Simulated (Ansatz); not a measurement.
TiS2: pressure against volume, fitted

```
CELL_PARAMETERS angstrom
3.41200 0.00000 0.00000
-1.70600 2.95488 0.00000
0.00000 0.00000 5.69500
ATOMIC_POSITIONS crystal
Ti 0.00000 0.00000 0.00000
S 0.33333 0.66667 0.25000
S 0.66667 0.33333 0.75000
```

Atom numbers follow the list: Ti1, S2, S3.

The cell is COD entry 1537865, as deposited and not checked against the literature; nothing was relaxed. It is an old determination, and later ones may differ.

Theory: DFT, PBE, all-electron LAPW, scalar-relativistic (Ansatz 0.2.0).

Settings: a Γ-centred 14×14×7 k mesh, Fermi–Dirac smearing of 0.05 eV, basis error target 1 meV/atom, no spin polarisation.

The cell is scaled evenly. Fractional coordinates are held (clamped ions).

```json
{"V (Å³/atom)": "17.991", "P (GPa)": "7.24"}
{"V (Å³/atom)": "18.374", "P (GPa)": "4.74"}
{"V (Å³/atom)": "18.756", "P (GPa)": "2.47"}
{"V (Å³/atom)": "18.948", "P (GPa)": "1.41"}
{"V (Å³/atom)": "19.139", "P (GPa)": "0.41"}
{"V (Å³/atom)": "19.330", "P (GPa)": "-0.54"}
{"V (Å³/atom)": "19.522", "P (GPa)": "-1.44"}
{"V (Å³/atom)": "20.287", "P (GPa)": "-4.65"}
```

(1) Fit a third-order Birch–Murnaghan curve to the pressures.

(2) Predict the pressure at the withheld volume, 19.905 Å³/atom.

Answers

(1) P = (3B0/2)(y^(7/2) − y^(5/2))[1 + (3/4)(B0′ − 4)(y − 1)] with y = (V0/V)^(2/3) fits within 0.01 GPa for V0 = 19.221 Å³/atom, B0 = 95.9 GPa and B0′ = 3.99.

(2) There y = 0.9770, so the fit gives -3.13 GPa; the run gave -3.13 GPa.
